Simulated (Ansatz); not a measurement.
# Slab bands of 2 layers of Cu on Au(111)

Aim: the slab bands of 2 layers of Cu on Au(111), with their weight on the outer layers.

Calculated with Ansatz 0.2.0; plane-wave DFT, PBE, Ansatz PAW, in the first sound run; inputs show where later runs differ.

**1. The starting structure**

The cell holds 10 atoms: 8 Au and 2 Cu. Cell: a = 2.885 Å, b = 2.885 Å, c = 39.200 Å, α = 90.0°, β = 90.0°, γ = 60.0°. Vacuum lies along c.

**2. Relaxation**

The structure is relaxed first, because levels and dipoles at a surface follow the positions of the outer atoms.

Input file input.yaml:

```yaml
crystal:
  lattice:
    - [2.8849956672, 0.0, 0.0]
    - [1.4424978336, 2.4984795376, 0.0]
    - [0.0, 0.0, 39.2003018846]
  atoms:
    - { symbol: Au, position: [0.0, 0.0, 0.2295900686] }
    - { symbol: Au, position: [0.3333333333, 0.3333333333, 0.2896811645] }
    - { symbol: Au, position: [0.6666666667, 0.6666666667, 0.3497722603] }
    - { symbol: Au, position: [0.0, 0.0, 0.4098633562] }
    - { symbol: Au, position: [0.3333333333, 0.3333333333, 0.4699544521] }
    - { symbol: Au, position: [0.6666666667, 0.6666666667, 0.5300455479] }
    - { symbol: Au, position: [0.0, 0.0, 0.5901366438] }
    - { symbol: Au, position: [0.3333333333, 0.3333333333, 0.6502277397] }
    - { symbol: Cu, position: [0.6666666667, 0.6666666667, 0.7103188355] }
    - { symbol: Cu, position: [0.0, 0.0, 0.7704099314] }
kpoints:
  mp_grid: { grid: [18, 18, 1] }
hamiltonian:
  xc: pbe
scf:
  occupations: { method: fermi_dirac, width: 0.1 }
  convergence: { dr2_threshold: 1.0e-08 }
efield:
  axis: 3
  dipole_correction: true
  ramp_position: 0.97
  ramp_width: 0.06
relax:
  f_tol: 0.01
  max_steps: 60
  constraints: [{ sites: [2, 3, 4, 5] }]
output:
  write_potential: true
  write_density: true
  volumetric_format: npy
```

Command:

```
$ ansatz run input.yaml --threads 4 --pin off --max-ram 12288MiB --backend cpu --events-out ev --progress --plain --runs-dir out
```

Numbers of over 12 decimals in the logs are rounded to 6 here.

The program printed:

```text
Engine: ansatz 0.2.0, aarch64-unknown-linux-gnu
Pseudopotentials: kind: paw
Pseudopotential: Au, paw, valence charge 19, recommended cutoff 420 eV (normal), Au.paw.azcp
Pseudopotential: Cu, paw, valence charge 19, recommended cutoff 420 eV (normal), Cu.paw.azcp
Functional definition: PBE
  parameter kappa = 0.804
  parameter beta = 0.066725
  exchange = pbe_x(kappa = kappa, mu = beta*pi^2/3)
  correlation = pbe_c(beta = beta)
Crystal: 10 atoms, lattice volume = 282.560 Å³
Basis set: ecut = 420 eV, 5519 PW (Γ), exchange–correlation on 40×40×540 points (8 copies of the dense FFT grid, shifted against one another)
Bands: 114, of which v1, the nominal top of the filled ones, is band 95 counted from 1 (94 counted from 0)
Symmetry: 6 space group operations
Space group: P3m1 (ITA 156), of the structure as read, at distance tolerance 6.6e-5 Å
k-points: 37 of 324 (time reversal used)
Non-local potential: Au, projectors of the file, l = 0: 3, l = 1: 2, l = 2: 2, l = 3: 1
Non-local potential: Cu, projectors of the file, l = 0: 3, l = 1: 2, l = 2: 3, l = 3: 1
PAW form: soft (Blöchl's): semilocal exchange-correlation on the pseudo side does not see the compensation charge
PAW one-centre angular grid: Au, 590 points (default); XC on 64 Gauss nodes
PAW one-centre angular grid: Cu, 590 points (default); XC on 64 Gauss nodes
Initial density: superposition of atomic densities (neutral atoms: chi_scale 0, normalization atom), corrected by the library's trained network
Initial wavefunctions: pseudopotential atomic-orbital guess
Functional: x = pbe(κ = 0.804, μ = 0.219515), c = pbe(β = 0.066725)
SCF iter   1: F=—  HF=-118443.320990 eV  |F-HF|=—  |Δ(HF+E_count)|=         —  Δρ=4.83e-3  dr2=4.36e0  ethr=1.77e-3  p=0.007 e·Å  D=4.79e-3 V/Å  ΔV_dip=-0.19 eV  dr2_dipole=7.82e-1  V_vac-E_F(+/−)=4.41/4.60 eV  ⟨swp⟩=6.2  Hψ=16230  notcnv=0  defer=198
efield: sawtooth ramp at fractional position 0.9700 (set: `efield.ramp_position`, or a place that a band, a saddle search or an elastic batch's reference lends), width 0.0600; the density the first Hamiltonian is built on has a dipole p = 0.007 e·Å; the dipole correction subtracts the counter field D = 4.79e-3 V/Å, which shifts the + side's vacuum level by -0.19 eV against the − side's; the planar-averaged density in the ramp window peaks in size at 2.6e-5 e/Å³
preconditioner: auto → LDOS  [metal: Δε(μ)=0.013 eV  Ē_g=9.175 eV  σ=0.100 eV  W_gap=0.03  n_scr=60 (ndim 8)  ℏωp=23.2 eV  f_vac=0.384  D(μ)=3.08/eV (n_scr^D=16)  β→1.0]
SCF iter   2: F=—  HF=-118443.260256 eV  |F-HF|=—  |Δ(HF+E_count)|=   6.07e-2  Δρ=2.37e-3  dr2=1.03e-1  ethr=1.77e-3  p=0.025 e·Å  D=1.57e-2 V/Å  ΔV_dip=-0.62 eV  dr2_dipole=2.93e-2  V_vac-E_F(+/−)=4.57/5.18 eV  ⟨swp⟩=1.5  Hψ=4981  notcnv=0  defer=224
SCF iter   3: F=—  HF=-118443.260552 eV  |F-HF|=—  |Δ(HF+E_count)|=   2.96e-4  Δρ=2.47e-3  dr2=1.27e-2  ethr=5.42e-5  p=0.020 e·Å  D=1.25e-2 V/Å  ΔV_dip=-0.49 eV  dr2_dipole=2.14e-4  V_vac-E_F(+/−)=4.60/5.09 eV  ⟨swp⟩=2.0  Hψ=5288  notcnv=0  defer=237
SCF iter   4: F=—  HF=-118443.259527 eV  |F-HF|=—  |Δ(HF+E_count)|=   1.02e-3  Δρ=1.83e-3  dr2=6.35e-3  ethr=6.69e-6  p=0.022 e·Å  D=1.42e-2 V/Å  ΔV_dip=-0.56 eV  dr2_dipole=5.59e-4  V_vac-E_F(+/−)=4.56/5.12 eV  ⟨swp⟩=2.1  Hψ=7886  notcnv=0  defer=236
SCF iter   5: F=—  HF=-118443.258606 eV  |F-HF|=—  |Δ(HF+E_count)|=   9.21e-4  Δρ=3.86e-4  dr2=3.18e-4  ethr=3.34e-6  p=0.022 e·Å  D=1.43e-2 V/Å  ΔV_dip=-0.56 eV  dr2_dipole=3.48e-5  V_vac-E_F(+/−)=4.57/5.13 eV  ⟨swp⟩=2.0  Hψ=6628  notcnv=0  defer=232
SCF iter   6: F=—  HF=-118443.258600 eV  |F-HF|=—  |Δ(HF+E_count)|=   6.32e-6  Δρ=1.69e-4  dr2=6.53e-5  ethr=1.68e-7  p=0.022 e·Å  D=1.44e-2 V/Å  ΔV_dip=-0.56 eV  dr2_dipole=1.69e-5  V_vac-E_F(+/−)=4.57/5.13 eV  ⟨swp⟩=2.1  Hψ=5945  notcnv=0  defer=227
SCF iter   7: F=—  HF=-118443.258562 eV  |F-HF|=—  |Δ(HF+E_count)|=   3.75e-5  Δρ=3.68e-5  dr2=4.52e-6  ethr=3.44e-8  p=0.023 e·Å  D=1.44e-2 V/Å  ΔV_dip=-0.57 eV  dr2_dipole=7.70e-7  V_vac-E_F(+/−)=4.57/5.14 eV  ⟨swp⟩=2.2  Hψ=5431  notcnv=0  defer=227
SCF iter   8: F=—  HF=-118443.258726 eV  |F-HF|=—  |Δ(HF+E_count)|=   1.64e-4  Δρ=1.54e-5  dr2=7.93e-7  ethr=2.38e-9  p=0.023 e·Å  D=1.45e-2 V/Å  ΔV_dip=-0.57 eV  dr2_dipole=3.11e-9  V_vac-E_F(+/−)=4.57/5.14 eV  ⟨swp⟩=2.9  Hψ=6299  notcnv=0  defer=226
SCF iter   9: F=—  HF=-118443.258726 eV  |F-HF|=—  |Δ(HF+E_count)|=   6.17e-8  Δρ=8.70e-6  dr2=3.13e-7  ethr=4.17e-10  p=0.023 e·Å  D=1.45e-2 V/Å  ΔV_dip=-0.57 eV  dr2_dipole=1.52e-7  V_vac-E_F(+/−)=4.57/5.14 eV  ⟨swp⟩=2.0  Hψ=5673  notcnv=0  defer=226
SCF iter  10: F=—  HF=-118443.258726 eV  |F-HF|=—  |Δ(HF+E_count)|=   9.91e-8  Δρ=1.76e-6  dr2=2.27e-8  ethr=1.65e-10  p=0.023 e·Å  D=1.45e-2 V/Å  ΔV_dip=-0.57 eV  dr2_dipole=1.78e-8  V_vac-E_F(+/−)=4.57/5.14 eV  ⟨swp⟩=2.0  Hψ=4796  notcnv=0  defer=226
SCF iter  11: F=-118443.258726 eV  HF=-118443.258726 eV  |F-HF|=4.55e-9  |Δ(HF+E_count)|=   4.57e-9  Δρ=5.63e-7  dr2=9.36e-10  ethr=5.26e-12  p=0.023 e·Å  D=1.45e-2 V/Å  ΔV_dip=-0.57 eV  dr2_dipole=2.26e-10  V_vac-E_F(+/−)=4.57/5.14 eV  ⟨swp⟩=9.6  Hψ=27481  notcnv=0
SCF 1 converged in 11 iterations: F = -118443.258726 eV  dr2 = 9.36e-10
  greatest PAW one-centre occupation: 1.000 electrons in one spin orbital (limit 2), on the Au atom at site 7 (counted from 0), in its partial waves of l = 0
relax step   1: F+E_penalty+E_count = -118443.25872615 eV  Δ(F+E_penalty+E_count) = +0.000e0 eV  max|allowed force component| = 1.110e0 eV/Å  Δτ_max = 0.0000 Å  (11 SCF iters, accepted)
Initial density: handed on by an earlier stage of this run
Initial wavefunctions: those handed on with the density
iter 1 solved again at ethr=2.56e-4 eV; its pass at ethr=3.10e-3 eV (dr2=4.86e-1 eV) is discarded
SCF iter   1: F=—  HF=-118443.658965 eV  |F-HF|=—  |Δ(HF+E_count)|=         —  Δρ=1.11e-2  dr2=4.83e-1  ethr=2.56e-4  p=0.023 e·Å  D=1.45e-2 V/Å  ΔV_dip=-0.57 eV  dr2_dipole=2.50e-1  V_vac-E_F(+/−)=4.57/5.14 eV  ⟨swp⟩=1.7  Hψ=16264  notcnv=0  defer=264
efield: sawtooth ramp at fractional position 0.9700 (set: `efield.ramp_position`, or a place that a band, a saddle search or an elastic batch's reference lends), width 0.0600; the density the first Hamiltonian is built on has a dipole p = 0.023 e·Å; the dipole correction subtracts the counter field D = 1.45e-2 V/Å, which shifts the + side's vacuum level by -0.57 eV against the − side's; the planar-averaged density in the ramp window peaks in size at 2.4e-5 e/Å³
preconditioner: auto → LDOS  [metal: Δε(μ)=0.063 eV  Ē_g=9.256 eV  σ=0.100 eV  W_gap=0.15  n_scr=60 (ndim 8)  ℏωp=23.2 eV  f_vac=0.387  D(μ)=2.83/eV (n_scr^D=16)  β→1.0]
[...]
SCF iter  12: F=-118443.774057 eV  HF=-118443.774057 eV  |F-HF|=4.71e-9  |Δ(HF+E_count)|=   2.58e-9  Δρ=1.19e-6  dr2=4.92e-9  ethr=5.26e-12  p=0.036 e·Å  D=2.30e-2 V/Å  ΔV_dip=-0.90 eV  dr2_dipole=1.68e-9  V_vac-E_F(+/−)=4.30/5.20 eV  ⟨swp⟩=7.8  Hψ=27128  notcnv=0
SCF 3 converged in 12 iterations: F = -118443.774057 eV  dr2 = 4.92e-9
relax step   3: F+E_penalty+E_count = -118443.77405739 eV  Δ(F+E_penalty+E_count) = -1.643e-1 eV  max|allowed force component| = 1.680e-1 eV/Å  Δτ_max = 0.1949 Å  (12 SCF iters, accepted)
[...]
relax step   4: F+E_penalty+E_count = -118443.79434962 eV  Δ(F+E_penalty+E_count) = -2.029e-2 eV  max|allowed force component| = 6.156e-2 eV/Å  Δτ_max = 0.1069 Å  (11 SCF iters, accepted)
SCF iter   1: F=—  HF=-118443.795241 eV  |F-HF|=—  |Δ(HF+E_count)|=         —  Δρ=8.45e-4  dr2=1.91e-3  ethr=1.66e-5  p=0.038 e·Å  D=2.42e-2 V/Å  ΔV_dip=-0.95 eV  dr2_dipole=5.69e-4  V_vac-E_F(+/−)=4.29/5.24 eV  ⟨swp⟩=3.5  Hψ=7840  notcnv=0  defer=278
efield: sawtooth ramp at fractional position 0.9700 (set: `efield.ramp_position`, or a place that a band, a saddle search or an elastic batch's reference lends), width 0.0600; the density the first Hamiltonian is built on has a dipole p = 0.038 e·Å; the dipole correction subtracts the counter field D = 2.42e-2 V/Å, which shifts the + side's vacuum level by -0.95 eV against the − side's; the planar-averaged density in the ramp window peaks in size at 1.3e-5 e/Å³
preconditioner: auto → LDOS  [metal: Δε(μ)=0.024 eV  Ē_g=9.290 eV  σ=0.100 eV  W_gap=0.06  n_scr=60 (ndim 8)  ℏωp=23.2 eV  f_vac=0.391  D(μ)=2.69/eV (n_scr^D=16)  β→1.0]
SCF iter   2: F=—  HF=-118443.795100 eV  |F-HF|=—  |Δ(HF+E_count)|=   1.41e-4  Δρ=1.06e-3  dr2=2.22e-3  ethr=1.00e-6  p=0.037 e·Å  D=2.37e-2 V/Å  ΔV_dip=-0.93 eV  dr2_dipole=5.41e-6  V_vac-E_F(+/−)=4.31/5.24 eV  ⟨swp⟩=2.7  Hψ=8625  notcnv=0  defer=278
SCF iter   3: F=—  HF=-118443.795408 eV  |F-HF|=—  |Δ(HF+E_count)|=   3.08e-4  Δρ=1.49e-3  dr2=4.08e-3  ethr=1.00e-6  p=0.038 e·Å  D=2.47e-2 V/Å  ΔV_dip=-0.97 eV  dr2_dipole=1.13e-4  V_vac-E_F(+/−)=4.28/5.24 eV  ⟨swp⟩=3.0  Hψ=7849  notcnv=0  defer=278
SCF iter   4: F=—  HF=-118443.794750 eV  |F-HF|=—  |Δ(HF+E_count)|=   6.58e-4  Δρ=4.00e-4  dr2=2.90e-4  ethr=1.00e-6  p=0.038 e·Å  D=2.45e-2 V/Å  ΔV_dip=-0.96 eV  dr2_dipole=3.68e-7  V_vac-E_F(+/−)=4.28/5.24 eV  ⟨swp⟩=2.0  Hψ=7385  notcnv=0  defer=278
SCF iter   5: F=—  HF=-118443.794686 eV  |F-HF|=—  |Δ(HF+E_count)|=   6.45e-5  Δρ=6.82e-5  dr2=8.03e-6  ethr=1.53e-7  p=0.038 e·Å  D=2.43e-2 V/Å  ΔV_dip=-0.95 eV  dr2_dipole=2.68e-7  V_vac-E_F(+/−)=4.29/5.24 eV  ⟨swp⟩=2.1  Hψ=6974  notcnv=0  defer=278
SCF iter   6: F=—  HF=-118443.794847 eV  |F-HF|=—  |Δ(HF+E_count)|=   1.61e-4  Δρ=1.03e-5  dr2=2.34e-7  ethr=4.23e-9  p=0.038 e·Å  D=2.43e-2 V/Å  ΔV_dip=-0.95 eV  dr2_dipole=4.09e-9  V_vac-E_F(+/−)=4.29/5.24 eV  ⟨swp⟩=3.0  Hψ=7954  notcnv=0  defer=278
SCF iter   7: F=—  HF=-118443.794847 eV  |F-HF|=—  |Δ(HF+E_count)|=   2.79e-7  Δρ=9.14e-6  dr2=2.01e-7  ethr=1.23e-10  p=0.038 e·Å  D=2.43e-2 V/Å  ΔV_dip=-0.95 eV  dr2_dipole=4.04e-9  V_vac-E_F(+/−)=4.29/5.24 eV  ⟨swp⟩=2.9  Hψ=7996  notcnv=0  defer=278
SCF iter   8: F=—  HF=-118443.794847 eV  |F-HF|=—  |Δ(HF+E_count)|=   6.65e-8  Δρ=4.24e-6  dr2=4.02e-8  ethr=1.06e-10  p=0.038 e·Å  D=2.43e-2 V/Å  ΔV_dip=-0.95 eV  dr2_dipole=1.69e-9  V_vac-E_F(+/−)=4.29/5.24 eV  ⟨swp⟩=2.0  Hψ=4567  notcnv=0  defer=278
SCF iter   9: F=-118443.794847 eV  HF=-118443.794847 eV  |F-HF|=3.35e-9  |Δ(HF+E_count)|=   6.98e-9  Δρ=5.68e-7  dr2=8.93e-10  ethr=5.26e-12  p=0.038 e·Å  D=2.43e-2 V/Å  ΔV_dip=-0.95 eV  dr2_dipole=3.05e-11  V_vac-E_F(+/−)=4.29/5.24 eV  ⟨swp⟩=10.0  Hψ=27945  notcnv=0
SCF 5 converged in 9 iterations: F = -118443.794847 eV  dr2 = 8.93e-10
relax step   5: F+E_penalty+E_count = -118443.79484712 eV  Δ(F+E_penalty+E_count) = -4.975e-4 eV  max|allowed force component| = 6.995e-3 eV/Å  Δτ_max = 0.0156 Å  (9 SCF iters, accepted)
NSCF: frozen V_eff on 37 k-points
the band table was solved once a step of the walk had ended and its energy, with any forces and stress, was formed, with the checks that follow a solve (21844 applications of the Hamiltonian). They found nothing against the state; the energy, forces and stress were not computed again (output.eigenvalues in the input reference)
WARN: The output density's exchange-correlation potential varies sharply where the density is thin. Do not read a vacuum level from v_tot or v_xc, or from such a field of the output density. On a cell that repeats whose density bears no net charge and no dipole along the vacuum's axis use v_es (v_loc + v_h of the components); under efield.dipole_correction with no amplitude use v_es + v_field, which holds any externa [...]
SCF converged after 9 iterations
Free energy (F): -118443.794847 eV
Harris-Foulkes:  -118443.794847 eV  (|F-HF|=3.35e-9)
Internal energy: -118443.703132 eV  (E = F + TS)
E sigma→0 (E₀):  -118443.748990 eV
Entropy (-TS):   -0.091715 eV (-9.171 meV/atom)
Fermi energy:    9.304018 eV
Dipole field:    D = 0.024258 V/Å  (p = 0.037880 e·Å, saw-weighted, corrected)
Work function:   Φ+ = 4.2900 eV   Φ− = 5.2410 eV
Levels:          The Fermi level and band energies are counted from a zero that moves with the ramp; work functions are not
--- Per-component energies (eV) ---
  E_band       = -4342.956105
  E_kinetic    = 5434.285417
  E_local      = -499566.382982  (includes V_loc(G=0)·N_el)
  E_nonlocal   = 1383.369446
  E_hartree    = 247322.752056
  E_xc         = -1998.673830
  E_vxc        = -2426.788131  (∫ρ·V_xc dr)
  E_paw        = -80988.647528  (= ΣΔE_a)
  E_vpaw       = -3813.167469  (= ΣTr[D̂ρ^β])
  E_aug_tail   = 0.012152  (compensation charges beyond the density's cutoff)
  E_efield     = 0.000459  (sawtooth field / dipole correction)
  E_vefield    = 0.209148  (∫n·V_field dr)
  E_ewald      = 209969.581677
  E_smearing   = -0.091715  (= −TS)
  E_closure    = 0.000000  (closes the sum)
  Σ components = -118443.794847   (vs F -118443.794847, Δ=0.00e0)
--- Forces (eV/Å), atoms counted from 1 ---
  atom   1  Au     0.00000000     0.00000000    -0.00014534
  atom   2  Au    -0.00000000     0.00000000    -0.00007421
  atom   3  Au    -0.00000000    -0.00000000    -0.37997776
  atom   4  Au     0.00000000     0.00000000    -0.01474156
  atom   5  Au     0.00000000     0.00000000    -0.00088706
  atom   6  Au     0.00000000    -0.00000000     0.39934355
  atom   7  Au     0.00000000    -0.00000000    -0.00223021
  atom   8  Au    -0.00000000    -0.00000000     0.00479858
  atom   9  Cu     0.00000000    -0.00000000    -0.00699491
  atom  10  Cu    -0.00000000     0.00000000     0.00093563
  max |Σ_I F_I| component: 2.67e-5 eV/Å
--- Band table (eV; the first three rows and the last of 37) ---
  k-point 0: bands = [... 91 lower, 7.2209, 7.2910, 7.2910, 7.4530, 7.4530, 7.5776, 7.8787, 7.8787, ... 15 higher]
  k-point 1: bands = [... 91 lower, 7.2311, 7.2941, 7.3662, 7.4589, 7.4846, 7.8250, 7.8816, 8.0968, ... 15 higher]
  k-point 2: bands = [... 91 lower, 7.2704, 7.3032, 7.4391, 7.4767, 7.6909, 7.8898, 8.0003, 8.7495, ... 15 higher]
  k-point 36: bands = [... 91 lower, 11.6345, 11.8601, 11.9711, 11.9964, 12.0050, 12.3879, 12.4172, 12.4807, ... 15 higher]
--- Relaxed structure (5 steps of the walk, 5 accepted, 0 SCFs on fresh bases) ---
  F+E_penalty+E_count = -118443.79484712 eV   max|allowed force component| = 6.995e-3 eV/Å
  atoms:
    - { symbol: Au, position: [0, 0, 0.223200] }
    - { symbol: Au, position: [0.333333, 0.333333, 0.287102] }
    - { symbol: Au, position: [0.666667, 0.666667, 0.3497722603] }
    - { symbol: Au, position: [0.0, 0.0, 0.4098633562] }
    - { symbol: Au, position: [0.333333, 0.333333, 0.469954] }
    - { symbol: Au, position: [0.666667, 0.666667, 0.5300455479] }
    - { symbol: Au, position: [0, 0, 0.593113] }
    - { symbol: Au, position: [0.333333, 0.333333, 0.656635] }
    - { symbol: Cu, position: [0.666667, 0.666667, 0.711013] }
    - { symbol: Cu, position: [0, 0, 0.757777] }
```

Wall time 3.7 min (4 threads of Arm Neoverse V1, shared host); peak memory 1.4 GiB; 14 min of CPU time.

The steps of the relaxation:

```tsv
step	energy less that of the first step (eV)	largest force component (eV/Å)
1	0.0000	1.1101
2	-0.3510	0.8146
3	-0.5153	0.1680
4	-0.5356	0.0616
5	-0.5361	0.0070
```

The run keeps the 6 symmetry operations that it works with, so distortions that break them were not tested.

The atoms that moved most (Å):

```tsv
atom	dx	dy	dz	length
Cu10	0.000	0.000	-0.495	0.495
Au8	0.000	0.000	0.251	0.251
Au1	0.000	0.000	-0.250	0.250
Au7	0.000	0.000	0.117	0.117
Au2	0.000	0.000	-0.101	0.101
Cu9	0.000	0.000	0.027	0.027
```

This step gave:

| Quantity | Value |
| --- | --- |
| energy at zero smearing | -118443.7490 eV |
| work function, upper face | 4.290 eV |
| work function, lower face | 5.241 eV |
| dipole along the normal | 0.03788 e·Å |
| step between the vacuum levels | -0.9510 eV |

The relaxation took 5 steps and lowered the energy by 0.54 eV; the largest force on the free atoms ends at 0.0070 eV/Å.

The work function of the upper face is 4.29 eV.

(Part 1 of 3 ends here.)

[Logs are printed without paths, hosts, clocks, repeated set-up lines and the standing remarks that a program may print on its own settings, such as how far it seeks lower states.]

[Hosts, paths, dates, database ids (printed as entryN), source tags and the programs' standing remarks are cut or masked in the printed files.]

[Maps of the electrostatic potential energy from Ansatz leave out the sawtooth potential of an applied field or a dipole correction, so their vacuum need not be flat; planar profiles and work functions include it.]
